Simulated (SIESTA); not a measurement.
# Fe under changes of volume

One of the cells (12.019 Å³/atom); the others are scaled copies at fixed shape and fractional positions:

```xyz
1
Lattice="-1.4430 1.4430 1.4430 1.4430 -1.4430 1.4430 1.4430 1.4430 -1.4430" Properties=species:S:1:pos:R:3 pbc="T T T"
Fe    0.0000    0.0000    0.0000
```

```yaml
Program: SIESTA 5.4.2
Functional: PBE
Potentials_or_basis: PseudoDojo 0.4 standard (PBE files)
Basis: DZP (energy shift 0.003 Ry; two zetas on semicore shells)
Grid_cutoff: 800 Ry
Energy_shift: 0.003 Ry
k_mesh: 9 × 9 × 9
Occupations: fermi-dirac, width 0.05 eV
Spin: collinear spin, ferromagnetic start
Starting_moments: "[3.0] μB"
```

| volume (Å³/atom) | energy over the lowest point (meV/atom) | pressure (GPa) | moment (μB per cell) |
| --- | --- | --- | --- |
| 11.298 | 0.00 | -0.6 | 2.16 |
| 11.538 | 2.53 | -1.6 | 2.28 |
| 11.778 | ? | ? | ? |
| 12.019 | 12.33 | -5.3 | 2.51 |
| 12.259 | 20.92 | -7.3 | 2.56 |
| 12.499 | 34.62 | -11.0 | 2.57 |
| 12.740 | 52.27 | -13.0 | 2.58 |

**Question.** What does the run at 11.778 Å³/atom give?

**Answer.** Energy over the lowest point 6.35 meV/atom; pressure -3.7 GPa; moment 2.41 μB per cell.

Worked out: A Birch-Murnaghan fit of order 3 (a polynomial in V^(-2/3)) to the other rows has no minimum within the range. It gives 6.21 meV/atom at 11.778 Å³/atom, against the run's 6.35, and -dE/dV = -3.0 GPa, against -3.7. A parabola through the other rows of the moment, of slope 0.42 μB per Å³/atom there, gives 2.41 μB, against the run's 2.41.

Energies are extrapolated to zero smearing.

Caveats: short orbitals over semicore shells can move pressures by several GPa; the basis of atomic orbitals isn't converged, which shifts pressures, moduli and gaps.
